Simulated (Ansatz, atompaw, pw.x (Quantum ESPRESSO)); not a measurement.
## From atom to crystal: PAW (atompaw) potential for In

```
Element                 : indium
Generator               : atompaw 4.2.0.5
Type                    : PAW
Functional              : PBEsol
Relativity              : scalar-relativistic
Frozen core             : [Kr] 4d10
Valence charge          : 3
Reference configuration : 5s2 5p1
Partial waves           : 5s (bound): rc 2.30 bohr; 5s channel at 0.6 Ry: rc 2.30 bohr; 5p (bound): rc 2.30 bohr; 5p channel at 0.7 Ry: rc 2.20 bohr; 5d channel at 0.05 Ry: rc 2.30 bohr
Local potential         : troulliermartins scheme with l = 3 at 0 Ry, radius 2.25 bohr
Core correction         : smooth core density matched at 1.35 bohr
Augmentation charge     : besselshape compensation charge, radius 1.85 bohr; PAW radius 2.30 bohr; waves and projectors: custom polynom2 7 10 vanderbiltortho
```

Atomic tests: cutoffs needed: 6 Ry and 12 Ry (the cutoffs (Ry, on a coarse ladder) from which the occupation-weighted sum of valence levels, in a spherical-Bessel basis at the reference potential, stays within 10 and 1 mRy of its value at 400 Ry); ghost test: ghost state, extra bound levels that the all-electron valence spectrum of the same l lacks: s at -579.4 eV; a true bound ghost makes a file unfit for plane-wave use (spherical-Bessel basis up to 400 Ry, 20 bohr box); lowest eigenvalue of the overlap operator: 0.03 (s channel).

Crystal test: fcc In in pw.x 7.5, no spin, 12³ k-points, Fermi–Dirac smearing 0.01 Ry, cutoffs 40/400 Ry. The reference is all-electron LAPW (Ansatz 0.2.0) with the same functional, mesh and smearing; V0 and B0 come from Birch–Murnaghan fits to the pressures at five volumes. Errors are pseudo minus all-electron; Δ is the rms difference of the E(V) curves that follow from these fits, minima aligned, over ±6 % about the mean V0. Mesh and smearing are coarse, so the numbers serve the comparison and aren't converged zero-temperature values; the lattice is a test structure that the element need not adopt.

All-electron: a0 = 4.676 Å (V0 = 25.56 Å³/atom), B0 = 44.4 GPa.

Task: How far does the potential miss the all-electron equation of state?

Result: converged, but broken (pressure over 100 GPa off). The pressure does not cross zero within the volumes sampled, so no fit is given. The pseudo pressure rises with volume over the whole range, a mechanical instability. Note: ghost state, extra bound levels that the all-electron valence spectrum of the same l lacks: s at -579.4 eV. A true bound ghost makes a file unfit for plane-wave use. The logarithmic derivative shows an extra or strongly shifted pseudo pole above the reference energy (d near 0.52 Ry). A pressure error of this size marks a broken potential; the numbers have no physical meaning.

```json
{"V (Å³/atom)": "24.414", "P all-electron (GPa)": "2.29", "P pseudo (GPa)": "-1138.78"}
{"V (Å³/atom)": "25.057", "P all-electron (GPa)": "0.93", "P pseudo (GPa)": "-1117.73"}
{"V (Å³/atom)": "25.699", "P all-electron (GPa)": "-0.24", "P pseudo (GPa)": "-1064.37"}
{"V (Å³/atom)": "26.341", "P all-electron (GPa)": "-1.24", "P pseudo (GPa)": "-1026.53"}
{"V (Å³/atom)": "26.984", "P all-electron (GPa)": "-2.10", "P pseudo (GPa)": "-1019.35"}
```

Task: At the middle volume, how do free energy and pressure move when the wave cutoff is lowered (ecutrho held at 400 Ry)?

Result:

```csv
cutoff (Ry),shift of F (meV/atom),shift of P (GPa)
18,+394361.2,+1003.57
24,+326446.5,-1213.82
32,+113682.8,-2217.14
```

The run at the middle volume (72 k-points, 17 iterations) took about 15 s on one core of a shared host (Intel(R) Xeon(R) Platinum 8488C, 192 threads, 744 GiB, load 70).
